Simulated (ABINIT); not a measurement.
A run of ABINIT 10.8.3 (patched build) is set up as follows.

run.abi

```
# Datasets: ground state, then fixed potential
ndtset 2

# Pseudopotentials
pp_dirpath "./"
pseudos "Zr.GGA_PBE-JTH.xml, S.GGA_PBE-JTH.xml"

# Structure
acell 6.9757020403 6.9757020403 11.4159810467
rprim
     1.0000000000     0.0000000000     0.0000000000
    -0.5000000000     0.8660254038     0.0000000000
     0.0000000000     0.0000000000     1.0000000000
ntypat 2
znucl 40 16
natom 3
typat 1 2 2
xcart
     0.0000000000     0.0000000000     0.0000000000
    -0.0000000002     2.1312207089     1.4372324502
     1.8456912751     1.0656103543     4.6038445598 Angstrom

# Plane-wave basis
ecut 544.227725 eV
pawecutdg 40.0

# Exchange and correlation
ixc 11

# Bands and occupations
occopt 3
tsmear 0.00183747

# SCF cycle
nstep 100

# Output
iomode 3
prtwf 0
prteig 0
prtebands 0
prtden1 1

# Dataset 1
kptopt1 1
ngkpt1 8 8 5
nshiftk1 1
shiftk1 0.0 0.0 0.0
nband1 16
tolvrs1 1.0e-9

# Dataset 2: bands along G-M-K-G-A-L-H-A
iscf2 -2
getden2 1
nband2 20
nbdbuf2 2
tolwfr2 1.0e-12
kptopt2 -7
ndivsm2 5
prteig2 1
kptbounds2
     0.0000000000     0.0000000000     0.0000000000
     0.5000000000     0.0000000000     0.0000000000
     0.3333333333     0.3333333333     0.0000000000
     0.0000000000     0.0000000000     0.0000000000
     0.0000000000     0.0000000000     0.5000000000
     0.5000000000     0.0000000000     0.5000000000
     0.3333333333     0.3333333333     0.5000000000
     0.0000000000     0.0000000000     0.5000000000
```

Potentials or basis: JTH PAW PBE v2.0.

Launch:

```bash
$ abinit run.abi > log 2>&1
```

Predict the band gap on the k mesh.

1.05 eV, indirect (least direct gap 1.64 eV).

What does it give for the pressure?

0.3 GPa.

Estimate the band gap along the path.

1.03 eV, indirect (least direct gap 1.64 eV).

Levels at the corners of the path, in eV from the valence-band top:
```
point  band 9  band 10  band 11  band 12  band 13  band 14  band 15  band 16
    Γ   -2.77    -0.09    -0.09    -0.05     1.59     1.59     2.43     4.99
    M   -2.44    -2.35    -1.65    -1.17     1.19     3.24     3.51     5.67
    K   -3.26    -1.97    -1.97    -1.42     2.20     3.18     3.18     4.99
    Γ   -2.77    -0.09    -0.09    -0.05     1.59     1.59     2.43     4.99
    A   -2.74    -1.57    -0.19    -0.19     1.56     1.56     2.74     5.28
    L   -2.55    -2.20    -0.97    -0.79     1.03     3.24     3.50     5.29
    H   -3.03    -1.85    -1.75    -1.75     2.30     2.93     2.93     5.50
    A   -2.74    -1.57    -0.19    -0.19     1.56     1.56     2.74     5.28
```

Caveat: this functional lacks dispersion, which binds the layers, so the pressure and a relaxed spacing across them are unreliable.

**Experimental background.**

“Stress-Tuned Optical Transitions in Layered 1T-MX2 (M= Hf, Zr, Sn; X= S, Se) Crystals”, 2022, arxiv:2210.12074 quotes, for a bulk crystal of ZrS2: band gap 1.68 eV (indirect).

A measured gap of ZrS2 is 1.68 eV (indirect; quoted in “Stress-Tuned Optical Transitions in Layered 1T-MX2 (M= Hf, Zr, Sn; X= S, Se) Crystals”, 2022, arxiv:2210.12074); the calculated 1.03 eV misses it by -0.65 eV. Spin-orbit coupling on Zr is left out. The value is that of PBE, without temperature or zero-point motion. Semilocal functionals fall short of measured gaps as a rule. The cell is a database's relaxed one, not the measured one, which moves gaps too.
